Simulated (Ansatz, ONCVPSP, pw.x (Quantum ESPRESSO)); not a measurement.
# Equation-of-state test of one ONCV potential (nitrogen (N))

ONCVPSP 4.0.1 input, shortened (lines: element, Z, core and valence counts, functional; n l f; lmax; l rc ep ncon nbas qcut; lloc lpopt rc5 dvloc0; l nproj debl; icmod fcfact rcfact), PBE, scalar-relativistic:

```
  N 7.00    1    2        4      upf
    1    0    2.00
    2    0    2.00
    2    1    3.00
    2
    0    1.05    0.00    3    8    7.10
    1    1.35    0.00    5   10   11.00
    2    1.20    0.18    4    7    8.60
    4    5    0.80    1.00
    0    2    1.40
    1    2    1.40
    2    2    3.70
    3    5.75    1.20
```

Crystal test: bcc N in pw.x 7.5, no spin, 18³ k-points, Fermi–Dirac smearing 0.01 Ry, cutoffs 170/680 Ry. The reference is all-electron LAPW (Ansatz 0.2.0) with the same functional, mesh and smearing; V0 and B0 come from Birch–Murnaghan fits to the pressures at five volumes. Errors are pseudo minus all-electron; Δ is the rms difference of the E(V) curves that follow from these fits, minima aligned, over ±6 % about the mean V0. Mesh and smearing are coarse, so the numbers serve the comparison and aren't converged zero-temperature values; the lattice is a test structure that the element need not adopt. Spin polarisation is left out.

All-electron: a0 = 2.438 Å (V0 = 7.24 Å³/atom), B0 = 184.8 GPa.

Problem. How far does the potential miss the all-electron equation of state?

Solution. mean pressure error (GPa): -0.06; a0 (Å): 2.437; a0 error (%): -0.01; B0 error (%): +0.0; Δ (meV/atom): 0.1. Atomic configuration tests: 1 of 4 tests not solved or not reliable.

| V (Å³/atom) | P all-electron (GPa) | P pseudo (GPa) |
| --- | --- | --- |
| 6.885 | 10.40 | 10.33 |
| 7.066 | 4.82 | 4.75 |
| 7.247 | -0.09 | -0.16 |
| 7.428 | -4.43 | -4.48 |
| 7.609 | -8.24 | -8.29 |

Problem. At the middle volume, how do free energy and pressure move when the wave cutoff is lowered (ecutrho kept at four times it)?

Solution.

```tsv
cutoff (Ry)	shift of F (meV/atom)	shift of P (GPa)
76	+56.6	-7.20
102	+3.5	-0.27
136	+1.3	-0.15
```

The run at the middle volume (195 k-points, 6 iterations) took about 64 s on one core of a shared host (Intel(R) Xeon(R) Processor @ 2.60GHz, 24 threads, 31 GiB, load 12).
